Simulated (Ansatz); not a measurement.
SiO2 (fluorite), relaxed with r2SCAN in Ansatz 0.2.0: it is cubic, Fm-3m (No. 225); a = 4.528 Å in the conventional setting, 7.74 Å³ an atom. Si is surrounded by 8 O at 1.96 Å; O is surrounded by 4 Si at 1.96 Å. The cell was then strained (x, y and z are the cube axes), with the atoms relaxed again; stress is positive in compression. (Calculated; spin-unpolarised; the phase may be known or hypothetical.)

- Uniaxial +1.03 % along x, other directions held: r2SCAN's stress changes by -10.58 GPa along the strain and +0.74 GPa across it.
- Isotropic -1.42 % on every length: the pressure changes by +14.42 GPa, and the HSE06 gap (X) goes from 3.595 to 3.663 eV.
- Epitaxial strain of -1.0 % in the (001) plane: the free normal strain is -0.12 % and the in-plane stress changes by +10.32 GPa.
- Uniaxial strain of +1.29 % along [111], atoms relaxed: the xy stress changes by +1.149 GPa.

(1) Estimate C₁₁, C₁₂ and the bulk modulus from the uniaxial step.

(2) What bulk modulus does the isotropic step give?

(3) Give the volume deformation potential of that gap and its pressure coefficient.

(4) What do the film's normal strain and stress say about the elastic constants?

(5) How much elastic energy does the film store, with 7.74 Å³ an atom?

(6) Estimate C₄₄.

Results:

(1) With compression positive, C₁₁ ≈ −Δσ∥/ε = (+10.58)/(+0.0103) = 1027 GPa and C₁₂ ≈ (-0.74)/(+0.0103) = -72 GPa; B = (C₁₁ + 2C₁₂)/3 = 294 GPa. A one-sided step carries third-order terms: it reads low by some per cent.

(2) Δ ln V = 3 ln(0.9858) = -0.0429, so B ≈ −ΔP/Δ ln V = 336 GPa, against 294 GPa from C₁₁ and C₁₂; one-sided steps of finite size carry third-order terms.

(3) a_V = ΔE_g/Δ ln V = (+0.068)/(-0.0429) = -1.58 eV; dE_g/dP = −a_V/B = +5 meV/GPa, with HSE06's gap and r2SCAN's modulus.

(4) ε⊥/ε∥ = (-0.0012)/(-0.0100) = 0.12, which linear elasticity sets to −2C₁₂/C₁₁ = 0.14 from the uniaxial step. The biaxial modulus is M = −Δσ/ε∥ = 1032 GPa (C₁₁ + C₁₂ − 2C₁₂²/C₁₁ = 945 GPa).

(5) u = M ε∥² = −Δσ ε∥ = -10.32 × (-0.0100) = 0.1032 GPa, and 1 GPa Å³ is 6.2415 meV: 4.98 meV an atom. The total energies of the two runs differ by 4.91 meV an atom.

(6) A strain ε along [111] has ε_xy = ε/3 = +0.00430, an engineering shear of 2ε/3, so C₄₄ ≈ −Δσ_xy/(2ε/3) = -134 GPa. It is negative, so this structure is mechanically unstable against that shear.

The meshes of the hybrids are coarse, so their gaps aren't converged to the digits shown.
